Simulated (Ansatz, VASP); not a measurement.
## NaS3 in VASP and in Ansatz

```
Na S
1.0
     0.00000    3.31750    3.31750
     3.31750    0.00000    3.31750
     3.31750    3.31750    0.00000
Na S
1 3
Direct
  0.00000 0.00000 0.00000
  0.50000 0.50000 0.50000
  0.25000 0.25000 0.25000
  0.75000 0.75000 0.75000
```

Change from the starting cell: species swapped into the AlCu3 type (Fm-3m, No. 225).

Alike in both runs: functional PBE; k mesh 12 × 12 × 12; occupations gaussian, width 0.1 eV; no spin polarisation.

Ansatz relaxed the structure, and its values are those at the end. VASP's run is a single point on that final structure, the one shown.

|  | VASP | Ansatz |
| --- | --- | --- |
| version | VASP 6.6.1 | Ansatz 0.2.0 |
| potentials or method | VASP PAW PBE potentials, release 64 (Na_pv, S) | scalar-relativistic, plane waves, PAW |
| plane-wave cutoff (eV) | 520 | 420 |
| valence electrons in the cell | 25 | 27 |

|  | VASP | Ansatz | Ansatz less VASP |
| --- | --- | --- | --- |
| gap on the k mesh at the Fermi level (eV) | none | none | - |
| pressure (GPa) | 0.0 | 0.0 | +0.03 |

A gap of «none» marks a metal or a gap that the smearing closes. The functional is the same, so the differences come from potentials, cutoffs and numerics. The two sets of potentials don't hold the same shells in valence.
